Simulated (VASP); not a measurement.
Set up this calculation in VASP 6.6.1, as the native input.

| Property | Result |
| --- | --- |
| Task | dielectric tensor |
| Functional | LDA |
| Potentials or basis | VASP PAW LDA potentials, release 64 (Li_sv, F) |
| Cutoff | 600 eV |
| k mesh | 20 × 20 × 20 |
| Occupations | gaussian, width 0.03 eV |
| Spin | no spin polarisation |
| Monkhorst-Pack mesh | yes |
| Further INCAR settings | ALGO = Normal; EDIFF = 1e-08 |

The structure of LiF (Griceite) lies in POSCAR:

```
LiF                                     
1.0
    0.0000000000      1.9499679319      1.9499679319
    1.9499679319      0.0000000000      1.9499679319
    1.9499679319      1.9499679319      0.0000000000
  Li              F             
     1     1
Direct
     0.0000000000000000    0.0000000000000000    0.0000000000000000
     0.5000000000000000    0.5000000000000000    0.5000000000000000
```

The input as run:

INCAR

```
ALGO     = Normal         # electronic algorithm
EDIFF    = 1E-8           # SCF threshold, eV
ENCUT    = 600            # plane-wave cutoff, eV
ISIF     = 2              # what is computed and relaxed
ISMEAR   = 0              # smearing method
LASPH    = T              # aspherical terms in the spheres
LCHARG   = F              # write CHGCAR
LEPSILON = T              # dielectric tensor by DFPT
LREAL    = F              # projectors in reciprocal space
LWAVE    = F              # write WAVECAR
NELM     = 80             # most SCF steps
PREC     = Accurate       # precision mode
SIGMA    = 0.03           # smearing width, eV
```

KPOINTS

```
k-points
0
Monkhorst-Pack
  20 20 20
```

Potentials or basis: VASP PAW LDA potentials, release 64 (Li_sv, F).

Run with:

```sh
$ cat potpaw_LDA.64/Li_sv/POTCAR potpaw_LDA.64/F/POTCAR > POTCAR
$ mpirun -np 1 vasp_std > vasp.out
```

It gave:

| Quantity | Value |
| --- | --- |
| Electronic dielectric tensor (diagonal) | 2.11 |
| Born charges (mean of the diagonal) | Li +1.04; F -1.04 e |

Wall time 33 min on 1 thread of Intel(R) Xeon(R) Platinum 8259CL CPU @ 2.50GHz (Skylake/Cascade Lake), on a shared host, peak memory 0.92 GiB.
